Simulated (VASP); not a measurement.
# Al (Im-3m) in VASP: further runs

Runs on Al. Level: PBE. Tasks: single point, relaxation of cell and atoms.

Program: VASP 6.6.1. These are calculated values, not measurements. Logs are shortened: lines on timing, memory, paths and dates and some standing lists are left out, and cuts for length are marked.

## 1. Starting point

It takes space group Im-3m (No. 229, cubic). Conventional cell: a = 3.235 Å, b = 3.235 Å, c = 3.235 Å, α = 90.00°, β = 90.00°, γ = 90.00°. Al (site symmetry m-3m) has 8 Al at 2.80 Å as nearest neighbours.

This isn't the form of Al at room conditions, which is fcc.

## 2. Single point, PBE (the relaxed cell repeated 2 times)

File INCAR:

```
PREC = Accurate
ENCUT = 520
EDIFF = 1E-7
ISMEAR = 0
SIGMA = 0.15
LREAL = F
LASPH = T
NELM = 100
ALGO = Fast
ISIF = 2
LWAVE = F
LCHARG = T
GGA = PE
LELF = T
LVHAR = T
NBANDS = 10
```

File KPOINTS:

```
Automatic mesh
0
Gamma
  20 20 12
```

File POSCAR:

```
Al
1.0
   -1.6175102401      1.6175102401      1.6175102401
    1.6175102401     -1.6175102401      1.6175102401
    3.2350204801      3.2350204801      0.0000000000
Al
2
Direct
    0.0000000000      0.0000000000      0.0000000000
    0.5000000000      0.5000000000      0.5000000000
```

Potentials or basis: VASP PAW PBE potentials, release 64 (Al).

Command:

```console
cat potpaw_PBE.64/Al/POTCAR > POTCAR
mpirun -np 1 vasp_std > vasp.out
```

OUTCAR:

```text
PREC = Accurate
   ENCUT = 520
   EDIFF = 1E-7
   ISMEAR = 0
   LREAL = F
   LASPH = T
   NELM = 100
   ISIF = 2
   GGA = PE

 ion  position               nearest neighbor table
   1  0.000  0.000  0.000-   2 2.80   2 2.80   2 2.80   2 2.80   2 3.24   2 3.24   2 3.24   2 3.24

   2  0.500  0.500  0.500-   1 2.80   1 2.80   1 2.80   1 2.80   1 3.24   1 3.24   1 3.24   1 3.24

  LATTYP: Found a base centered orthorhombic cell.
 ALAT       =     3.2350204802
 B/A-ratio  =     1.4142135624
 C/A-ratio  =     1.4142135623

  Lattice vectors:

 A1 = (  -1.6175102401,   1.6175102401,   1.6175102401)
 A2 = (   1.6175102401,  -1.6175102401,   1.6175102401)
 A3 = (   3.2350204801,   3.2350204801,   0.0000000000)

Analysis of symmetry for initial positions (statically):
=====================================================================
 Subroutine PRICEL returns following result:

  LATTYP: Found a body centered cubic cell.
 ALAT       =     3.2350204802

  Lattice vectors:

 A1 = (  -1.6175102401,   1.6175102401,  -1.6175102401)
 A2 = (  -1.6175102400,  -1.6175102400,   1.6175102401)
 A3 = (   1.6175102401,   1.6175102401,   1.6175102401)

   2 primitive cells build up your supercell.

 Routine SETGRP: Setting up the symmetry group for a
 base centered orthorhombic supercell.

 Subroutine GETGRP returns: Found  8 space group operations
 (whereof  8 operations were pure point group operations)
 out of a pool of  8 trial point group operations.

The static configuration has the point symmetry D_2h.

Analysis of symmetry for dynamics (positions and initial velocities):
=====================================================================
 Subroutine PRICEL returns following result:

  LATTYP: Found a body centered cubic cell.
 ALAT       =     3.2350204802

  Lattice vectors:

 A1 = (  -1.6175102401,   1.6175102401,  -1.6175102401)
 A2 = (  -1.6175102400,  -1.6175102400,   1.6175102401)
 A3 = (   1.6175102401,   1.6175102401,   1.6175102401)

   2 primitive cells build up your supercell.

 Routine SETGRP: Setting up the symmetry group for a
 base centered orthorhombic supercell.

 Subroutine GETGRP returns: Found  8 space group operations
 (whereof  8 operations were pure point group operations)
 out of a pool of  8 trial point group operations.

The dynamic configuration has the point symmetry D_2h.

 Subroutine INISYM returns: Found  8 space group operations
 (whereof  8 operations are pure point group operations),
 and found     2 'primitive' translations

----------------------------------------------------------------------------------------

                                     Primitive cell

  volume of cell :      16.9278

  direct lattice vectors                    reciprocal lattice vectors
    -1.617510240  1.617510240 -1.617510240    -0.309117054  0.309117054  0.000000000
    -1.617510240 -1.617510240  1.617510240    -0.309117054 -0.000000000  0.309117054
     1.617510240  1.617510240  1.617510240     0.000000000  0.309117054  0.309117054

  length of vectors
     2.801609918  2.801609918  2.801609918     0.437157530  0.437157530  0.437157530

  position of ions in fractional coordinates (direct lattice)
     0.000000000  0.000000000  0.000000000

  ion indices of the primitive-cell ions
   primitive index   ion index
                 1           1

----------------------------------------------------------------------------------------

 KPOINTS: Automatic mesh

Automatic generation of k-mesh.
 Grid dimensions read from file:
 generate k-points for:   20   20   12

 Generating k-lattice:

  Cartesian coordinates                     Fractional coordinates (reciprocal lattice)
    -0.007727926  0.007727926  0.015455853     0.050000000  0.000000000  0.000000000
     0.007727926 -0.007727926  0.015455853     0.000000000  0.050000000  0.000000000
     0.012879877  0.012879877  0.000000000     0.000000000  0.000000000  0.083333333

  Length of vectors
     0.018929476  0.018929476  0.018214897

  Shift w.r.t. Gamma in fractional coordinates (k-lattice)
     0.000000000  0.000000000  0.000000000

 Subroutine IBZKPT returns following result:
 ===========================================

 Found    777 irreducible k-points:

 Following reciprocal coordinates:
            Coordinates               Weight
  0.000000  0.000000  0.000000      1.000000
  0.050000  0.000000  0.000000      4.000000
  0.100000  0.000000  0.000000      4.000000
  0.150000  0.000000  0.000000      4.000000
  0.200000  0.000000  0.000000      4.000000
  0.250000  0.000000  0.000000      4.000000
[... 16 lines left out ...]
 -0.400000  0.050000  0.000000      4.000000
 -0.350000  0.050000  0.000000      4.000000
 [... further k-points ...]
   k-points           NKPTS =    777   k-points in BZ     NKDIM =    777   number of bands    NBANDS=     10
   number of dos      NEDOS =    301   number of ions     NIONS =      2
   total plane-waves  NPLWV =  20736
   dimension x,y,z NGX =    24 NGY =   24 NGZ =   36
   dimension x,y,z NGXF=    48 NGYF=   48 NGZF=   72
   ions per type =               2
   NGX,Y,Z   is equivalent  to a cutoff of  14.24, 14.24, 13.08 a.u.
   NGXF,Y,Z  is equivalent  to a cutoff of  28.48, 28.48, 26.16 a.u.
 SYSTEM =  unknown system
   PREC   = accura    normal or accurate (medium, high low for compatibility)
   ISTART =      0    job   : 0-new  1-cont  2-samecut
   ICHARG =      2    charge: 1-file 2-atom 10-const
   ISPIN  =      1    spin polarized calculation?
   LNONCOLLINEAR =      F non collinear calculations
   LSORBIT =      F    spin-orbit coupling
   LASPH  =      T    aspherical Exc in radial PAW
   ENCUT  =  520.0 eV  38.22 Ry    6.18 a.u.   5.21  5.21  8.51*2*pi/ulx,y,z
   NELM   =    100;   NELMIN=  2; NELMDL= -5     # of ELM steps
   EDIFF  = 0.1E-06   stopping-criterion for ELM
   LREAL  =      F    real-space projection
   EDIFFG = 0.1E-05   stopping-criterion for IOM
   NSW    =      0    number of steps for IOM
   IBRION =     -1    ionic relax: 0-MD 1-quasi-New 2-CG
   NFREE  =      0    steps in history (QN), initial steepest desc. (CG)
   ISIF   =      2    stress and relaxation
   ISYM   =      2    0-nonsym 1-usesym 2-fastsym
   POTIM  = 0.5000    time-step for ionic-motion
   TEBEG  =    0.0;   TEEND  =   0.0 temperature during run
   PSTRESS=    0.0 pullay stress
   NELECT =       6.0000    total number of electrons
   NUPDOWN=      -1.0000    fix difference up-down
   EMIN   =  10.00;   EMAX   =-10.00  energy-range for DOS
   EFERMI =   0.00;   METHOD = LEGACY
   ISMEAR =     0;   SIGMA  =   0.15  broadening in eV -4-tet -1-fermi 0-gaus
   EFERMI_NEDOS =   21; number of points for ismear=-14 and -15
   IALGO  =     68    algorithm
   IMIX   =      4    mixing-type and parameters
     AMIX     =   0.40;   BMIX     =  1.00
     AMIX_MAG =   1.60;   BMIX_MAG =  1.00
  volume/ion in A,a.u.               =      16.93       114.23
  Fermi-wavevector in a.u.,A,eV,Ry     =   0.919563  1.737722 11.505037  0.845596
  Thomas-Fermi vector in A             =   2.044771
   LORBIT       =      0    0 simple, 1 ext, 2 COOP (PROOUT), +10 PAW based schemes
   GGA     = PE    functional components
   LHFCALC =     F    Hartree Fock is set to
   AEXX    =    0.0000 exact exchange contribution
   IVDW    =     0    specifies the selected vdW correction
   LEPSILON=     F    determine dielectric tensor
   LRPA    =     F    only Hartree local field effects (RPA)
 non-spin polarized calculation
 RMM-DIIS sequential band-by-band and
 Gauss-broadening in eV      SIGMA  =   0.15
  energy-cutoff  :      520.00
  volume of cell :       33.86
 maximum number of plane-waves:       928
 NGX is ok and might be reduce to    24
   NGX = 11   NGY = 11   NGZ = 17

 number of electron       6.0000000 magnetization

 Free energy of the ion-electron system (eV)
  ---------------------------------------------------
  ext. energy  EPLUGINS =         0.00000000
  ---------------------------------------------------
  free energy    TOTEN  =        -7.30506501 eV

  energy without entropy =       -7.29558848  energy(sigma->0) =       -7.30032674

 E-fermi :   7.7254     XC(G=0): -10.1087

 val. band max:        7.7196062200   @ k =   0.3500   0.2500   0.0833
 cond. band min:       7.7258717235   @ k =  -0.3000   0.1500   0.1667
 fundamental gap:      0.0062655035
 Fermi energy:         7.7253753796

 k-point     1 :       0.0000    0.0000    0.0000
  band No.  band energies     occupation
      1      -3.2182      2.00000
      2       3.5136      2.00000
      3       3.9045      2.00000
      4      15.7064      0.00000
      5      15.9482      0.00000
      6      17.5362      0.00000
      7      18.9452      0.00000
      8      20.8507      0.00000
      9      20.8508      0.00000
     10      20.8508      0.00000

 k-point     2 :       0.0500    0.0000    0.0000
  band No.  band energies     occupation
      1      -3.1651      2.00000
      2       3.5628      2.00000
      3       3.9565      2.00000
      4      14.6640      0.00000
      5      15.9075      0.00000
      6      18.0520      0.00000
      7      19.6570      0.00000
      8      20.1369      0.00000
      9      20.2235      0.00000
     10      20.6143      0.00000

 k-point     3 :       0.1000    0.0000    0.0000
  band No.  band energies     occupation
      1      -3.0060      2.00000
      2       3.7108      2.00000
      3       4.1124      2.00000
      4      13.0727      0.00000
      5      15.6165      0.00000
      6      18.7805      0.00000
      7      18.9278      0.00000
      8      18.9709      0.00000
      9      19.9923      0.00000
     10      21.2214      0.00000
[... 248 lines left out ...]
 k-point    23 :      -0.4000    0.0500    0.0000
  band No.  band energies     occupation
      1      -0.0844      2.00000
      2       4.6609      2.00000
      3       6.4574      2.00000
      4       7.0482      2.00000
      5      11.0623      0.00000
      6      11.5711      0.00000
      7      14.5776      0.00000
      8      16.4505      0.00000
      9      21.0619      0.00000
     10      21.5090      0.00000

 k-point    24 :      -0.3500    0.0500    0.0000
  band No.  band energies     occupation
      1      -0.8311      2.00000
      2       5.7500      2.00000
      3       5.7500      2.00000
      4       6.5255      2.00000
      5      12.3210      0.00000
      6      12.7741      0.00000
      7      15.1372      0.00000
      8      16.4089      0.00000
      9      21.6573      0.00000
     10      21.6578      0.00000

 [... further k-points ...]

------------------------ aborting loop because EDIFF is reached ----------------------------------------

  FORCE on cell =-STRESS in cart. coord.  units (eV):
  Direction    XX          YY          ZZ          XY          YZ          ZX
  --------------------------------------------------------------------------------------
  -------------------------------------------------------------------------------------
  Total       -0.0104973     -0.0104973     -0.0039175     -0.0284133      0.0000000      0.0000000
  in kB       -0.4967739     -0.4967739     -0.1853912     -1.3446258      0.0000000      0.0000000
  external PRESSURE =      -0.3929797 kB  Pullay stress =       0.0000000 kB

 VOLUME and BASIS-vectors are now :
 -----------------------------------------------------------------------------
  energy-cutoff  :      520.00
  volume of cell :       33.86
      direct lattice vectors                 reciprocal lattice vectors
    -1.617510240  1.617510240  1.617510240    -0.154558527  0.154558527  0.309117054
     1.617510240 -1.617510240  1.617510240     0.154558527 -0.154558527  0.309117054
     3.235020480  3.235020480  0.000000000     0.154558527  0.154558527  0.000000000

 POSITION                                       TOTAL-FORCE (eV/Angst)
 -----------------------------------------------------------------------------------
      0.00000      0.00000      0.00000        -0.000000      0.000000     -0.000000
      1.61751      1.61751      1.61751         0.000000     -0.000000      0.000000
 -----------------------------------------------------------------------------------
    total drift:                               -0.000000      0.000000      0.000000

  FREE ENERGIE OF THE ION-ELECTRON SYSTEM (eV)
  ---------------------------------------------------
  free  energy   TOTEN  =        -7.3050650064 eV

  energy  without entropy=       -7.2955884800  energy(sigma->0) =       -7.30032674
```

Run time: 2.2 min. Hardware: 1 thread of Intel Xeon Platinum 8488C (Sapphire Rapids), shared host; peak memory 0.31 GiB.

Results:

```
Free energy            : -7.3051 eV
Pressure               : 0.0 GPa
Band gap on the k mesh : none (metal or under the smearing width)
```

Levels at points of the mesh, in eV from the Fermi level:
```tsv
k point	band 1	band 2	band 3	band 4	band 5	band 6	band 7	band 8
(0.00, 0.00, 0.00)	-10.94	-4.21	-3.82	7.98	8.22	9.81	11.22	13.13
(0.50, 0.00, 0.00)	-5.73	-5.73	0.72	0.72	1.30	1.30	7.50	7.50
(0.50, 0.50, 0.00)	-4.21	-3.82	1.84	1.84	1.84	3.04	3.04	5.30
(0.00, 0.00, 0.50)	-9.18	-9.18	4.24	4.24	9.39	9.39	9.86	9.86
(0.50, 0.00, 0.50)	-4.21	-4.21	-3.82	-3.82	7.98	7.98	8.22	8.22
(0.50, 0.50, 0.50)	-2.57	-2.57	-2.12	-2.12	3.39	3.39	5.49	5.49
```

Caveat: the real-space grid breaks the cell's symmetry a little.

(Part 1 of 2 ends here.)
